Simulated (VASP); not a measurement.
# Hf (Pm-3m) in VASP: further runs, part 2 of 2

VASP 6.6.1. Earlier steps stand in the parts before.

## (3) Relaxation of cell and atoms, RPBE+D3

INCAR

```
SYSTEM = Hf
  PREC = Accurate
  ENCUT = 600
  EDIFF = 1E-6
  ISMEAR = -1
  SIGMA = 0.05
  LREAL = .FALSE.
  LASPH = .TRUE.
  NELM = 60
  ALGO = Fast
  ISIF = 3
  LWAVE = .FALSE.
  LCHARG = .FALSE.
  GGA = RP
  IVDW = 11
  IBRION = 2
  NSW = 60
  EDIFFG = -0.005
```

KPOINTS

```
Automatic mesh
0
G
  9 9 9
  0 0 0
```

POSCAR

```
Hf
1.0
    2.9138100000      0.0000000000      0.0000000000
    0.0000000000      2.9138100000      0.0000000000
    0.0000000000      0.0000000000      2.9138100000
Hf
1
Direct
    0.5000000000      0.5000000000      0.5000000000
```

Potentials or basis: VASP PAW PBE potentials, release 64 (Hf_pv).

Run with:

```
$ cat potpaw_PBE.64/Hf_pv/POTCAR > POTCAR
$ mpirun -np 1 vasp_std > vasp.out
```

Wall time 19 s (1 thread of Intel Xeon 6975P-C (Granite Rapids), shared host); peak memory 0.15 GiB.

Results (log left out):

- Free energy: -8.9169 eV
- Relaxed volume: 24.67 Å³/atom
- Relaxed cell: a = 2.911 Å, b = 2.911 Å, c = 2.911 Å, α = 90.00°, β = 90.00°, γ = 90.00°
- Space group after relaxing (to 0.05 Å): Pm-3m (No. 221)
- Energy gained by relaxing: 0.0 meV/atom
- Ionic steps: 18
- Pressure after relaxing: 0.0 GPa
- Band gap on the k mesh: none (metal or under the smearing width)
- Dispersion energy per atom: -0.490 eV

Final structure:
```yaml
crystal:
  lattice:
    - [2.91105, 0.00000, 0.00000]
    - [0.00000, 2.91105, 0.00000]
    - [0.00000, 0.00000, 2.91105]
  atoms:
    - { symbol: Hf, position: [0.50000, 0.50000, 0.50000] }
```

Levels at points of the mesh, in eV from the Fermi level:
```
           k point  band 3  band 4  band 5  band 6  band 7  band 8
(0.00, 0.00, 0.00)  -29.93   -6.43   -1.34   -1.34    6.59    6.59
```

Caveat: the PAW data sets were made with another functional, which shifts forces and pressure a little; pairwise dispersion overbinds metals, which lowers pressure and volume.

## (4) Relaxation of cell and atoms, RPBE+D3(BJ)

Edit INCAR of step 3 so:

```diff
@@ -14,3 +14,3 @@
   GGA = RP
-  IVDW = 11
+  IVDW = 12
   IBRION = 2
```

KPOINTS is that of step 3.

POSCAR is that of step 3.

Potentials or basis: VASP PAW PBE potentials, release 64 (Hf_pv).

Run with:

```
$ cat potpaw_PBE.64/Hf_pv/POTCAR > POTCAR
$ mpirun -np 1 vasp_std > vasp.out
```

OUTCAR:

```text
SYSTEM = Hf
   PREC = Accurate
   ENCUT = 600
   EDIFF = 1E-6
   ISMEAR = -1
   LREAL = .FALSE.
   LASPH = .TRUE.
   NELM = 60
   ISIF = 3
   GGA = RP
   IVDW = 12
   IBRION = 2
   NSW = 60
   EDIFFG = -0.005
 IVDW          = 12

 ion  position               nearest neighbor table
   1  0.500  0.500  0.500-

  LATTYP: Found a simple cubic cell.
 ALAT       =     2.9138100000

  Lattice vectors:

 A1 = (   2.9138100000,   0.0000000000,   0.0000000000)
 A2 = (   0.0000000000,   2.9138100000,   0.0000000000)
 A3 = (   0.0000000000,   0.0000000000,   2.9138100000)

Analysis of symmetry for initial positions (statically):
=====================================================================
 Subroutine PRICEL returns:
 Original cell was already a primitive cell.

 Routine SETGRP: Setting up the symmetry group for a
 simple cubic supercell.

 Subroutine GETGRP returns: Found 48 space group operations
 (whereof 48 operations were pure point group operations)
 out of a pool of 48 trial point group operations.

The static configuration has the point symmetry O_h .

Analysis of symmetry for dynamics (positions and initial velocities):
=====================================================================
 Subroutine PRICEL returns:
 Original cell was already a primitive cell.

 Routine SETGRP: Setting up the symmetry group for a
[... 149 lines left out ...]
  ---------------------------------------------------
  ext. energy  EPLUGINS =         0.00000000
  ---------------------------------------------------
  free energy    TOTEN  =        -8.42803183 eV

  energy without entropy =       -8.41485729  energy(sigma->0) =       -8.42144456

------------------------ aborting loop because EDIFF is reached ----------------------------------------

 Edisp (eV)   -2.90957

 E8    (eV) :    -2.1958
[... 186 lines left out ...]
--------------------------------------- Ionic step        6  -------------------------------------------

 number of electron      10.0000002 magnetization

 Free energy of the ion-electron system (eV)
  ---------------------------------------------------
  ext. energy  EPLUGINS =         0.00000000
  ---------------------------------------------------
  free energy    TOTEN  =        -7.78341362 eV

  energy without entropy =       -7.77628323  energy(sigma->0) =       -7.77984843

 E-fermi :   5.8696     XC(G=0): -12.0136

 val. band max:        5.7901711794   @ k =   0.4444   0.1111   0.1111
 cond. band min:       5.8703373907   @ k =   0.2222   0.1111   0.1111
 fundamental gap:      0.0801662113
 Fermi energy:         5.8695646767

 k-point     1 :       0.0000    0.0000    0.0000
  band No.  band energies     occupation
      1     -23.1367      2.00000
      2     -23.1367      2.00000
      3     -23.1367      2.00000
      4      -1.3500      2.00000
      5       3.6940      2.00000
      6       3.6940      2.00000
      7      14.6830      0.00000
      8      14.6830      0.00000
      9      14.6830      0.00000
[... 265 lines left out ...]
 k-point    24 :       0.4444    0.3333    0.1111
  band No.  band energies     occupation
      1     -24.9136      2.00000
      2     -24.4427      2.00000
      3     -23.0456      2.00000
      4       2.6034      2.00000
      5       5.6245      1.98523
      6       8.3814      0.00000
      7       9.0630      0.00000
      8      11.7991      0.00000
      9      13.5824      0.00000

 [... further k-points ...]

------------------------ aborting loop because EDIFF is reached ----------------------------------------

 Edisp (eV)   -4.06032

 E8    (eV) :    -3.0745
[... 24 lines left out ...]
  FREE ENERGIE OF THE ION-ELECTRON SYSTEM (eV)
  ---------------------------------------------------
  free  energy   TOTEN  =       -11.8437306345 eV

  energy  without entropy=      -11.8366002389  energy(sigma->0) =      -11.84016544

 reached required accuracy - stopping structural energy minimisation
```

CONTCAR:

```text
Hf
   1.00000000000000
     2.6476343946641197   -0.0000000000000000   -0.0000000000000000
    -0.0000000000000000    2.6476343946641197   -0.0000000000000000
     0.0000000000000000   -0.0000000000000000    2.6476343946641197
  Hf
     1
Direct
     0.5000000000000000    0.5000000000000000    0.5000000000000000

  0.00000000E+00  0.00000000E+00  0.00000000E+00
```

Run time: 14 s. Hardware: 1 thread of Intel Xeon 6975P-C (Granite Rapids), shared host; peak memory 0.16 GiB.

What came out:

```
Free energy                            : -11.8437 eV
Relaxed volume                         : 18.56 Å³/atom
Relaxed cell                           : a = 2.648 Å, b = 2.648 Å, c = 2.648 Å, α = 90.00°, β = 90.00°, γ = 90.00°
Space group after relaxing (to 0.05 Å) : Pm-3m (No. 221)
Energy gained by relaxing              : 506.1 meV/atom
Ionic steps                            : 6
Pressure after relaxing                : 0.0 GPa
Band gap on the k mesh                 : none (metal or under the smearing width)
Dispersion energy per atom             : -4.060 eV
```

Step by step:
```csv
step,energy change (eV),largest force (eV/Å),pressure (GPa),volume (Å³)
1,0.0000,0.0000,-20.13,24.74
2,-0.1869,0.0000,34.94,15.20
3,-0.5060,0.0000,-0.60,18.64
4,-0.5061,0.0000,0.21,18.53
5,-0.5061,0.0000,-0.27,18.59
6,-0.5061,0.0000,0.02,18.56
```

Final structure:
```yaml
crystal:
  lattice:
    - [2.64763, 0.00000, 0.00000]
    - [0.00000, 2.64763, 0.00000]
    - [0.00000, 0.00000, 2.64763]
  atoms:
    - { symbol: Hf, position: [0.50000, 0.50000, 0.50000] }
```

Caveat: the volume moved by over 15 % at a fixed basis, so the end points are rough; the PAW data sets were made with another functional, which shifts forces and pressure a little; pairwise dispersion overbinds metals, which lowers pressure and volume. The run has no spin-orbit coupling, so splittings on Hf are missing.

## (5) The runs side by side

| level | gap on the mesh (eV) | pressure (GPa) | relaxed volume (Å³/atom) |
| --- | --- | --- | --- |
| RPBE | none | 0.0 | 25.45 |
| RPBE+D3 | none | 0.0 | 24.67 |
| RPBE+D3(BJ) | none | 0.0 | 18.56 |

Alike in all rows: task relaxation of cell and atoms; potentials or basis VASP PAW PBE potentials, release 64 (Hf_pv); no spin polarisation; cell relaxed; k mesh 9 × 9 × 9; cutoff (eV) 600; smearing fermi-dirac 0.05 eV.

Caveats: the PAW data sets were made with another functional, which shifts forces and pressure a little; pairwise dispersion overbinds metals, which lowers pressure and volume (some runs); the volume moved by over 15 % at a fixed basis, so the end points are rough (some runs).

Total energies depend on the potentials used, so only differences within one code and one set of settings carry meaning.
